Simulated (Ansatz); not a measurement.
# Gap against volume in glassy Al2O3 (180 atoms)

Density of this cell: 3.03 g/cm³. The cell holds 180 atoms: 72 Al and 108 O. Cell: a = 12.808 Å, b = 12.538 Å, c = 12.549 Å, α = 90.2°, β = 88.7°, γ = 90.9°. The starting structure: 180 atoms (72 Al, 108 O) placed at random at 3.05 g/cm³, melted at 4500 K for 20 ps at fixed volume with the Morse and Coulomb pair potential with partial charges (Pedone, Malavasi, Menziani, Cormack and Segre, J. Phys. Chem. B 110, 11780 (2006)). Quenched from 4500 K to 300 K at 20 K/ps and fixed volume, held 5 ps. The starting density is a measured one.

Calculated with Ansatz 0.2.0: Kohn-Sham DFT, PBE, PAW (set soft_2), plane waves; cutoff 420 eV, Γ point, gaussian smearing of 0.025 eV. The relaxed cell was scaled evenly and the atoms were relaxed at each volume. The gap is that between the highest filled and the lowest empty Kohn-Sham level on the run's k-points.

| volume (Å³/atom) | gap (eV) |
| --- | --- |
| 10.072 | 3.796 |
| 10.520 | 3.770 |
| 10.856 | ? |
| 11.191 | 3.416 |
| 11.527 | 3.176 |
| 11.863 | 2.982 |

Task: Fit a straight line in ln V to the rows given and interpolate to the withheld row.

Worked fit:

A volume deformation potential makes the spacing linear in u = ln(V/V0), with V0 = 11.191 Å³ the relaxed volume; v is the spacing.

| u = ln(V/V0) | v (eV) |
| --- | --- |
| -0.105360 | 3.7959 |
| -0.0618758 | 3.7696 |
| 0 | 3.4164 |
| 0.0295589 | 3.1756 |
| 0.0582689 | 2.9821 |

With n = 5: mean u = -0.0158816, mean v = 3.42792, Σ(u − ū)² = 0.017937, Σ(u − ū)(v − v̄) = -0.093348. Slope b = -0.093348 / 0.017937 = -5.2041; intercept a = v̄ − b ū = 3.3453.

At the withheld volume u = -0.03046, and v = a + b u.

Prediction at 10.856: 3.504 eV. The run gave 3.617 eV, so the fit is low by 0.11 eV (3.1 % of the value).

The rows follow a line only loosely (correlation 0.96 in size over all rows, under the 0.97 asked here), so the slope of -5.20 eV is a mean trend and no deformation potential. Among the rows given, the largest miss of the fit is at 10.520, by 0.10 eV (13 % of the range of the table).

Limits: The table spans 16 % in volume, wide for a linear law. Semilocal functionals tend to put gaps under measured ones. Only the Γ point is sampled. Atoms move by up to 0.8 Å in these relaxations, so the structure changes along the series. Defect or tail levels can set the spacing of a disordered cell.

[Hosts, paths, dates, database ids (printed as entryN), source tags and the programs' standing remarks are cut or masked in the printed files.]
